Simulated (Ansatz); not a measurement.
# MoTe2: the cost of one run

Program: Ansatz 0.2.0. Level of theory: DFT PBE without U, plane waves, PAW. These are calculated values, not measurements.

### Step 1. The structure to begin with

The structure is cubic, space group Fm-3m (No. 225). The conventional cell has a = 6.759 Å, b = 6.759 Å, c = 6.759 Å, α = 90.00°, β = 90.00°, γ = 90.00°. Mo (site symmetry m-3m) has 8 Te at 2.93 Å in its first shell of neighbours. Around Te (site symmetry -43m) lie 4 Mo at 2.93 Å.

Coordinates:

```cif
data_structure
_symmetry_space_group_name_H-M 'P 1'
_symmetry_Int_Tables_number 1
_cell_length_a 4.7792
_cell_length_b 4.7792
_cell_length_c 4.7792
_cell_angle_alpha 60.000
_cell_angle_beta 60.000
_cell_angle_gamma 60.000
_cell_volume 77.19
loop_
_atom_site_label
_atom_site_type_symbol
_atom_site_fract_x
_atom_site_fract_y
_atom_site_fract_z
_atom_site_occupancy
Mo1 Mo 0.00000 0.00000 0.00000 1
Te1 Te 0.25000 0.25000 0.25000 1
Te2 Te 0.75000 0.75000 0.75000 1
```

Magnetic order typed: ferromagnetic.

An earlier series on this cell reached its lowest free state from «natural orbitals of the symmetric run, filled by rank», perhaps among other starts.

### Step 2. Random orbitals: single harmonics, second filling

input.yaml

```yaml
crystal:
  lattice:
    - [0.0, 3.3794332, 3.3794332]
    - [3.3794332, 0.0, 3.3794332]
    - [3.3794332, 3.3794332, 0.0]
  atoms:
    - { symbol: Mo, position: [0.0, 0.0, 0.0], spin: 0.3 }
    - { symbol: Te, position: [0.25, 0.25, 0.25] }
    - { symbol: Te, position: [0.75, 0.75, 0.75] }
basis:
  ecutwfc: 420
  ecutrho_ratio: 4
kpoints:
  mp_grid: { grid: [5, 5, 5] }
hamiltonian:
  xc: pbe
  hubbard:
    sites:
      - { site: 0, l: d, u_eff: 0.0, starting_ns: [{ spin: up, occupation_matrix: s0up }, { spin: down, occupation_matrix: s0down }] }
    occupation_matrices:
      s0up:
        matrix:
          - [0.02, 0.0, 0.0, 0.0, 0.0]
          - [0.0, 0.02, 0.0, 0.0, 0.0]
          - [0.0, 0.0, 0.02, 0.0, 0.0]
          - [0.0, 0.0, 0.0, 0.97, 0.0]
          - [0.0, 0.0, 0.0, 0.0, 0.02]
      s0down:
        matrix:
          - [0.02, 0.0, 0.0, 0.0, 0.0]
          - [0.0, 0.02, 0.0, 0.0, 0.0]
          - [0.0, 0.0, 0.02, 0.0, 0.0]
          - [0.0, 0.0, 0.0, 0.97, 0.0]
          - [0.0, 0.0, 0.0, 0.0, 0.02]
    ns_hold: { iters: 12 }
scf:
  occupations: { method: gaussian, width: 0.05 }
  lower_state_search: "off"
  max_iter: 150
output:
  forces: true
  stress: true
  eigenvalues: true
  populations: true
  hubbard: { sites: [{ site: 0, l: d }] }
magnetization:
  spin_polarized: true
```

The typed matrices put 0.97 on the chosen orbitals and 0.02 on the others, and are held for 12 cycles.

Run with:

```console
$ ansatz run input.yaml --threads 2 --pin off --max-ram 3072MiB --backend cpu --events-out ev --progress --plain --runs-dir out
```

**Question.** How long does this run take on 2 threads of Intel Xeon 6975P-C (Granite Rapids), shared host, and how much memory does it need?

About 5.5 s, with a peak of 0.49 GiB.
